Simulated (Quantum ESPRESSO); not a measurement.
# MoS2 in Quantum ESPRESSO: notebook, part 2 of 2

Quantum ESPRESSO 7.5. The steps go on from the part before.

### 10 Band structure, PBEsol

The input, pw.in:

```
&CONTROL
  calculation = 'scf'
  prefix = 'pwscf'
  outdir = './tmp'
  pseudo_dir = './pseudo'
  tprnfor = .true.
  tstress = .true.
  disk_io = 'low'
/
&SYSTEM
  ibrav = 0
  celldm(1) = 8
  nat = 6
  ntyp = 2
  ecutwfc = 45
  ecutrho = 360
  nbnd = 36
  occupations = 'smearing'
  smearing = 'fd'
  degauss = 0.00367493
/
&ELECTRONS
  conv_thr = 1.2d-09
  electron_maxstep = 120
  mixing_beta = 0.5
/
ATOMIC_SPECIES
Mo    95.9500 mo_pbesol_v1.uspp.F.UPF
S     32.0600 s_pbesol_v1.4.uspp.F.UPF
CELL_PARAMETERS alat
  0.7522388980446   0.0000000000000   0.0000000000000
 -0.3761194490223   0.6514579954213   0.0000000000000
  0.0000000000000   0.0000000000000   5.1189219493742
ATOMIC_POSITIONS crystal
Mo     0.3333333333    0.6666666667    0.8511602300
Mo     0.6666666667    0.3333333333    0.1488397700
S      0.6666666667    0.3333333333    0.7796253900
S      0.3333333333    0.6666666667    0.0772510000
S      0.6666666667    0.3333333333    0.9227490000
S      0.3333333333    0.6666666667    0.2203746100
K_POINTS automatic
10 10 2 0 0 0
```

The input, bands.in:

```
&CONTROL
  calculation = 'bands'
  prefix = 'pwscf'
  outdir = './tmp'
  pseudo_dir = './pseudo'
  disk_io = 'low'
  verbosity = 'high'
/
&SYSTEM
  ibrav = 0
  celldm(1) = 8
  nat = 6
  ntyp = 2
  ecutwfc = 45
  ecutrho = 360
  nbnd = 36
  occupations = 'smearing'
  smearing = 'fd'
  degauss = 0.00367493
/
&ELECTRONS
  conv_thr = 1d-08
  electron_maxstep = 120
  mixing_beta = 0.5
  diago_full_acc = .true.
  startingwfc = 'random'
/
ATOMIC_SPECIES
Mo    95.9500 mo_pbesol_v1.uspp.F.UPF
S     32.0600 s_pbesol_v1.4.uspp.F.UPF
CELL_PARAMETERS alat
  0.7522388980446   0.0000000000000   0.0000000000000
 -0.3761194490223   0.6514579954213   0.0000000000000
  0.0000000000000   0.0000000000000   5.1189219493742
ATOMIC_POSITIONS crystal
Mo     0.3333333333    0.6666666667    0.8511602300
Mo     0.6666666667    0.3333333333    0.1488397700
S      0.6666666667    0.3333333333    0.7796253900
S      0.3333333333    0.6666666667    0.0772510000
S      0.6666666667    0.3333333333    0.9227490000
S      0.3333333333    0.6666666667    0.2203746100
K_POINTS crystal
61
 0.0000000000  0.0000000000  0.0000000000 1
 0.0555555556  0.0000000000  0.0000000000 1
 0.1111111111  0.0000000000  0.0000000000 1
 0.1666666667  0.0000000000  0.0000000000 1
 0.2222222222  0.0000000000  0.0000000000 1
 0.2777777778  0.0000000000  0.0000000000 1
 0.3333333333  0.0000000000  0.0000000000 1
 0.3888888889  0.0000000000  0.0000000000 1
 0.4444444444  0.0000000000  0.0000000000 1
 0.5000000000  0.0000000000  0.0000000000 1
 0.4666666667  0.0666666667  0.0000000000 1
 0.4333333333  0.1333333333  0.0000000000 1
 0.4000000000  0.2000000000  0.0000000000 1
 0.3666666667  0.2666666667  0.0000000000 1
 0.3333333333  0.3333333333  0.0000000000 1
 0.3030303030  0.3030303030  0.0000000000 1
 0.2727272727  0.2727272727  0.0000000000 1
 0.2424242424  0.2424242424  0.0000000000 1
 0.2121212121  0.2121212121  0.0000000000 1
 0.1818181818  0.1818181818  0.0000000000 1
 0.1515151515  0.1515151515  0.0000000000 1
 0.1212121212  0.1212121212  0.0000000000 1
 0.0909090909  0.0909090909  0.0000000000 1
 0.0606060606  0.0606060606  0.0000000000 1
 0.0303030303  0.0303030303  0.0000000000 1
 0.0000000000  0.0000000000  0.0000000000 1
 0.0000000000  0.0000000000  0.5000000000 1
 0.0500000000  0.0000000000  0.5000000000 1
 0.1000000000  0.0000000000  0.5000000000 1
 0.1500000000  0.0000000000  0.5000000000 1
 0.2000000000  0.0000000000  0.5000000000 1
 0.2500000000  0.0000000000  0.5000000000 1
 0.3000000000  0.0000000000  0.5000000000 1
 0.3500000000  0.0000000000  0.5000000000 1
 0.4000000000  0.0000000000  0.5000000000 1
 0.4500000000  0.0000000000  0.5000000000 1
 0.5000000000  0.0000000000  0.5000000000 1
 0.4722222222  0.0555555556  0.5000000000 1
 0.4444444444  0.1111111111  0.5000000000 1
 0.4166666667  0.1666666667  0.5000000000 1
 0.3888888889  0.2222222222  0.5000000000 1
 0.3611111111  0.2777777778  0.5000000000 1
 0.3333333333  0.3333333333  0.5000000000 1
 0.3095238095  0.3095238095  0.5000000000 1
 0.2857142857  0.2857142857  0.5000000000 1
 0.2619047619  0.2619047619  0.5000000000 1
 0.2380952381  0.2380952381  0.5000000000 1
 0.2142857143  0.2142857143  0.5000000000 1
 0.1904761905  0.1904761905  0.5000000000 1
 0.1666666667  0.1666666667  0.5000000000 1
 0.1428571429  0.1428571429  0.5000000000 1
 0.1190476190  0.1190476190  0.5000000000 1
 0.0952380952  0.0952380952  0.5000000000 1
 0.0714285714  0.0714285714  0.5000000000 1
 0.0476190476  0.0476190476  0.5000000000 1
 0.0238095238  0.0238095238  0.5000000000 1
 0.0000000000  0.0000000000  0.5000000000 1
 0.5000000000  0.0000000000  0.5000000000 1
 0.5000000000  0.0000000000  0.0000000000 1
 0.3333333333  0.3333333333  0.0000000000 1
 0.3333333333  0.3333333333  0.5000000000 1
```

Potentials or basis: GBRV 1.5 PBEsol.

The run is started by

```
$ OMP_NUM_THREADS=1 mpirun -n 2 pw.x -nk 2 -in pw.in > pw.out
$ OMP_NUM_THREADS=1 mpirun -n 2 pw.x -nk 2 -in bands.in > bands.out
```

pw.out:

```text
This program is part of the open-source Quantum ESPRESSO suite
     for quantum simulation of materials; please cite
[... 13 lines left out ...]
     --------------------
     sticks:   dense  smooth     PW     G-vecs:    dense   smooth      PW
     Sum         913     439    139               148147    52273    8549

     Using Slab Decomposition

     bravais-lattice index     =            0
     lattice parameter (alat)  =       8.0000  a.u.
     unit-cell volume          =    1284.3715 (a.u.)^3
     number of atoms/cell      =            6
     number of atomic types    =            2
     number of electrons       =        52.00
     number of Kohn-Sham states=           36
     kinetic-energy cutoff     =      45.0000  Ry
     charge density cutoff     =     360.0000  Ry
     scf convergence threshold =      1.2E-09
     mixing beta               =       0.5000
     number of iterations used =            8  plain     mixing
     Exchange-correlation= SLA  PW   PSX  PSC
                           (   1   4  10   8   0   0   0)

     celldm(1)=   8.000000  celldm(2)=   0.000000  celldm(3)=   0.000000
     celldm(4)=   0.000000  celldm(5)=   0.000000  celldm(6)=   0.000000

     crystal axes: (cart. coord. in units of alat)
               a(1) = (   0.752239   0.000000   0.000000 )
               a(2) = (  -0.376119   0.651458   0.000000 )
               a(3) = (   0.000000   0.000000   5.118922 )

     reciprocal axes: (cart. coord. in units 2 pi/alat)
               b(1) = (  1.329365  0.767509 -0.000000 )
               b(2) = (  0.000000  1.535018  0.000000 )
               b(3) = (  0.000000 -0.000000  0.195354 )

     PseudoPot. # 1 for Mo read from file:
     mo_pbesol_v1.uspp.F.UPF
     Pseudo is Ultrasoft + core correction, Zval = 14.0
     Generated by new atomic code, or converted to UPF format
     Using radial grid of  889 points,  6 beta functions with:
                l(1) =   0
                l(2) =   0
                l(3) =   1
                l(4) =   1
                l(5) =   2
                l(6) =   2
     Q(r) pseudized with  6 coefficients,  rinner =    1.000   1.000   1.000
                                                       1.000   1.000

     PseudoPot. # 2 for S  read from file:
     s_pbesol_v1.4.uspp.F.UPF
     Pseudo is Ultrasoft + core correction, Zval =  6.0
[... 73 lines left out ...]
     ethr =  1.00E-02,  avg # of iterations =  4.2

     Threshold (ethr) on eigenvalues was too large:
     Diagonalizing with lowered threshold

     Davidson diagonalization with overlap
     ethr =  3.26E-04,  avg # of iterations =  3.8

     negative rho (up, down):  7.010E-04 0.000E+00
[... 85 lines left out ...]
     iteration # 11     ecut=    45.00 Ry     beta= 0.50
     Davidson diagonalization with overlap
     ethr =  5.05E-11,  avg # of iterations =  2.0

     negative rho (up, down):  6.785E-04 0.000E+00

     End of self-consistent calculation

          k = 0.0000 0.0000 0.0000 (  6531 PWs)   bands (ev):

   -57.6415 -57.6415 -31.8096 -31.8096 -31.5998 -31.5998 -31.5998 -31.5998
   -10.9992 -10.9278  -9.6628  -9.5409  -2.7022  -2.3576   0.4651   0.4651
     0.4681   0.4681   0.9949   1.5895   1.5895   1.6004   1.6004   1.8134
     3.0264   3.5255   5.9035   5.9035   5.9108   5.9108   6.1808   6.1808
     6.2246   6.2246   8.3785   8.8464
[... 67 lines left out ...]
   -57.6074 -57.6074 -31.9403 -31.9402 -31.7408 -31.7408 -31.6785 -31.6784
    -9.3281  -9.2853  -8.9766  -8.9316  -2.5074  -2.4136  -1.4934  -1.3963
    -0.9408  -0.7385   0.0410   0.0601   1.3214   1.4688   1.9722   2.0132
     2.2331   2.3230   5.3312   5.3584   5.6166   5.8035   6.6970   7.0340
     7.3700   7.4845   9.7597  10.0299

          k = 0.0000-0.7675 0.0000 (  6542 PWs)   bands (ev):

   -57.6038 -57.6038 -31.9752 -31.9751 -31.7335 -31.7335 -31.6867 -31.6867
    -9.0922  -9.0638  -8.8834  -8.8587  -2.7211  -2.6327  -1.7091  -1.6359
    -1.0446  -0.8464  -0.0758  -0.0562   1.2736   1.3451   2.1182   2.1685
     2.4782   2.5127   5.3671   5.3804   5.8549   5.9424   6.8424   7.1833
     7.4421   7.5684   9.1370   9.2844

          k = 0.0000-0.7675-0.0977 (  6532 PWs)   bands (ev):

   -57.6038 -57.6038 -31.9752 -31.9752 -31.7335 -31.7335 -31.6867 -31.6867
    -9.0922  -9.0638  -8.8834  -8.8587  -2.7211  -2.6327  -1.7091  -1.6359
    -1.0446  -0.8463  -0.0758  -0.0562   1.2736   1.3451   2.1182   2.1685
     2.4782   2.5127   5.3671   5.3804   5.8549   5.9424   6.8424   7.1833
     7.4421   7.5684   9.1371   9.2844
[... 123 lines left out ...]
   -57.5998 -57.5998 -31.8987 -31.8987 -31.8150 -31.8150 -31.7254 -31.7254
    -8.8594  -8.8455  -8.7402  -8.7274  -2.2587  -2.2155  -1.7535  -1.7040
    -0.7268  -0.6998  -0.4093  -0.3160   0.1107   0.2495   1.1039   1.2125
     2.9620   3.0100   4.9029   4.9247   6.0706   6.4142   6.5169   6.6145
     7.8811   8.0241  10.0591  10.4092

     the Fermi energy is     4.1571 ev

!    total energy              =    -375.14694249 Ry
     estimated scf accuracy    <          7.5E-10 Ry
     smearing contrib. (-TS)   =      -0.00000001 Ry
     internal energy E=F+TS    =    -375.14694248 Ry

     The total energy is F=E-TS. E is the sum of the following terms:
     one-electron contribution =   -1694.48715020 Ry
     hartree contribution      =     855.82511603 Ry
     xc contribution           =     -71.93477826 Ry
     ewald contribution        =     535.44986995 Ry

     convergence has been achieved in  11 iterations

     negative rho (up, down):  6.785E-04 0.000E+00

     Forces acting on atoms (cartesian axes, Ry/au):

     atom    1 type  1   force =     0.00000000    0.00000000    0.00021529
     atom    2 type  1   force =    -0.00000000   -0.00000000   -0.00021529
     atom    3 type  2   force =     0.00000000    0.00000000    0.00584121
     atom    4 type  2   force =     0.00000000    0.00000000    0.00518133
     atom    5 type  2   force =    -0.00000000   -0.00000000   -0.00518133
     atom    6 type  2   force =    -0.00000000   -0.00000000   -0.00584121

     Total force =     0.011046     Total SCF correction =     0.000078

     Computing stress (Cartesian axis) and pressure

     negative rho (up, down):  6.785E-04 0.000E+00
          total   stress  (Ry/bohr**3)                   (kbar)     P=      -20.02
  -0.00017208  -0.00000000   0.00000000          -25.31       -0.00        0.00
   0.00000000  -0.00017208   0.00000000            0.00      -25.31        0.00
   0.00000000   0.00000000  -0.00006405            0.00        0.00       -9.42

=------------------------------------------------------------------------------=
   JOB DONE.
=------------------------------------------------------------------------------=
```

It took 4.1 min on 2 MPI ranks of Intel Xeon Platinum 8259CL at 2.50GHz (Skylake/Cascade Lake), shared host; peak memory 0.8 GiB.

Results:

| Quantity | Value |
| --- | --- |
| Free energy | -5104.1342 eV |
| Largest force | 0.150 eV/Å |
| Band gap on the k mesh | 1.38 eV, indirect (least direct gap 1.89 eV) |
| Band gap along the path | 1.24 eV, indirect (least direct gap 1.64 eV) |

Forces on the atoms (eV/Å):
```
Mo   0.000  0.000  0.006
Mo   0.000  0.000 -0.006
S    0.000  0.000  0.150
S    0.000  0.000  0.133
S    0.000  0.000 -0.133
S    0.000  0.000 -0.150
```

Stress tensor (GPa, compression positive):
```
-2.53  0.00  0.00
 0.00 -2.53  0.00
 0.00  0.00 -0.94
```

Levels at the corners of the path, in eV from the valence-band top:
| point | band 23 | band 24 | band 25 | band 26 | band 27 | band 28 | band 29 | band 30 |
| --- | --- | --- | --- | --- | --- | --- | --- | --- |
| Γ | -1.93 | -1.71 | -0.50 | 0.00 | 2.38 | 2.38 | 2.39 | 2.39 |
| M | -1.41 | -1.36 | -1.05 | -1.01 | 1.84 | 1.85 | 2.33 | 2.42 |
| K | -2.47 | -2.47 | -0.44 | -0.39 | 1.24 | 1.24 | 2.51 | 2.87 |
| Γ | -1.93 | -1.71 | -0.50 | 0.00 | 2.38 | 2.38 | 2.39 | 2.39 |
| A | -1.93 | -1.71 | -0.50 | 0.00 | 2.38 | 2.38 | 2.39 | 2.39 |
| L | -1.41 | -1.36 | -1.05 | -1.01 | 1.84 | 1.85 | 2.33 | 2.42 |
| H | -2.47 | -2.47 | -0.44 | -0.39 | 1.24 | 1.24 | 2.51 | 2.87 |
| A | -1.93 | -1.71 | -0.50 | 0.00 | 2.38 | 2.38 | 2.39 | 2.39 |
| L | -1.41 | -1.36 | -1.05 | -1.01 | 1.84 | 1.85 | 2.33 | 2.42 |
| M | -1.41 | -1.36 | -1.05 | -1.01 | 1.84 | 1.85 | 2.33 | 2.42 |
| K | -2.47 | -2.47 | -0.44 | -0.39 | 1.24 | 1.24 | 2.51 | 2.87 |
| H | -2.47 | -2.47 | -0.44 | -0.39 | 1.24 | 1.24 | 2.51 | 2.87 |
